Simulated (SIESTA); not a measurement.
**PtSe2 (Sudovikovite) under changes of volume**

One of the cells (20.265 Å³/atom); the others are scaled copies at fixed shape and fractional positions:

```
Pt Se
1.0
     3.72400    0.00000    0.00000
    -1.86200    3.22508    0.00000
     0.00000    0.00000    5.06200
Pt Se
1 2
Direct
  0.00000 0.00000 0.00000
  0.66667 0.33333 0.75000
  0.33333 0.66667 0.25000
```

```yaml
Program: SIESTA 5.4.2
Functional: PBE
Potentials_or_basis: SG15 1.2 (PBE files) or PseudoDojo by element
Basis: DZP (energy shift 0.002 Ry)
Grid_cutoff: 800 Ry
Energy_shift: 0.002 Ry
k_mesh: 8 × 8 × 5
Occupations: fermi-dirac, width 0.05 eV
Spin: no spin polarisation
```

| volume (Å³/atom) | energy over the lowest point (meV/atom) | pressure (GPa) | largest force (eV/Å) |
| --- | --- | --- | --- |
| 19.049 | 173.96 | 22.2 | 2.127 |
| 19.455 | ? | ? | ? |
| 19.860 | 82.46 | 14.3 | 1.440 |
| 20.265 | 50.61 | 10.9 | 1.138 |
| 20.671 | 26.78 | 7.9 | 0.860 |
| 21.076 | 10.16 | 5.3 | 0.605 |
| 21.481 | 0.00 | 2.8 | 0.370 |

Q: What does the run at 19.455 Å³/atom give?

A: Energy over the lowest point 123.22 meV/atom; pressure 18.0 GPa; largest force 1.769 eV/Å.

Worked out: A Birch-Murnaghan fit of order 3 (a polynomial in V^(-2/3)) to the other rows has its minimum at 22.02 Å³/atom, just outside them, with B0 = V·E''(V) = 109 GPa and B' = 4.7 at fixed shape and positions, which overstates the stiffness. It gives 123.17 meV/atom at 19.455 Å³/atom, against the run's 123.22, and -dE/dV = 18.0 GPa, against 18.0.

Energies are extrapolated to zero smearing.

Caveats: semicore shells carry a single zeta, which can move pressures by several GPa and volumes by a few percent; the basis of atomic orbitals isn't converged, which shifts pressures, moduli and gaps; forces of over 1 eV/Å show positions far from the minimum, so gaps and moduli don't describe the material at rest (some runs).
